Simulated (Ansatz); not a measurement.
AlRu: moving Al off its site

AlRu, Pm-3m, a = 2.992 Å (as given, not relaxed at this level: -3.2 GPa). The structure is a COD entry; whether it is the stable form wasn't checked. Ansatz: PBEsol, PAW, 420 eV, Γ-centred 16×16×16 mesh on 2 atoms, Gaussian smearing 0.15 eV; no spin polarisation.

```yaml
crystal:
  lattice:
    - [2.99160, 0.00000, 0.00000]
    - [0.00000, 2.99160, 0.00000]
    - [0.00000, 0.00000, 2.99160]
  atoms:
    - { symbol: Al, position: [0.00000, 0.00000, 0.00000] }
    - { symbol: Ru, position: [0.50000, 0.50000, 0.50000] }
```

Atom 1 (Al) moves by x along the unit vector (-1.000, 0.000, 0.000), with its periodic images; all else is held. y is the free energy of the cell over the start, F the force along the path summed over the moved atoms. Symmetry makes y even in x.

| x (Å) | y (meV) | F (eV/Å) |
| --- | --- | --- |
| -0.3000 | ? | ? |
| -0.1500 | 85.3 | 1.13 |
| 0.0000 | 0.0 | 0.00 |
| 0.0375 | 5.3 | -0.28 |
| 0.0750 | 21.4 | -0.57 |
| 0.1125 | 48.0 | -0.85 |
| 0.1875 | 133.1 | -1.41 |
| 0.2250 | 191.3 | -1.69 |
| 0.2625 | 259.7 | -1.96 |

**Question.** Fit y = c2 x² + c4 x⁴ to the energies of the other rows, give the force constant, and predict energy and force of the missing row.

**Answer.** Least squares on the rows shown. y = 3802.7 x² − 487.24 x⁴. The force constant is 2 c2 = 7.61 eV/Å², for the cell as given, at -3.2 GPa (for all images moving together, not for a lone atom). With two atoms in a cubic cell this is the optical mode at Γ (in a metal it hangs on mesh and smearing): ω = 521.5 √(2 c2/μ) = 312 cm⁻¹ for μ = 21.30 u. The force −dy/dx at the missing row is 2.23 eV/Å (computed 2.23). At x = -0.3000 the fit asked for gives 338.3 meV. The run gave 338.3 meV, the same to the digits shown.

The Al sublattice sits in a single, almost harmonic well: the energy rises on every displaced row, and even at the largest displacement the quartic term is only a small correction. There is thus no sign of off-centring along this path. Because all Al atoms move together, Al–Al distances stay fixed, and the restoring force comes from the changed Al–Ru contacts. Its stiffness probably reflects hybridisation of Al s and p states with Ru d states, together with short-range repulsion as Al nears four of its Ru neighbours. The weak softening fits a path towards the open face of the Ru cube, where those contacts shorten less directly than along a body diagonal. Cubic symmetry makes the harmonic constant the same in every direction, but not the quartic one, so the softening can't be carried over to other directions. The light Al atom carries most of the motion, which helps place the mode at 312 cm⁻¹. Stability against zone-boundary modes or homogeneous strain remains untested.
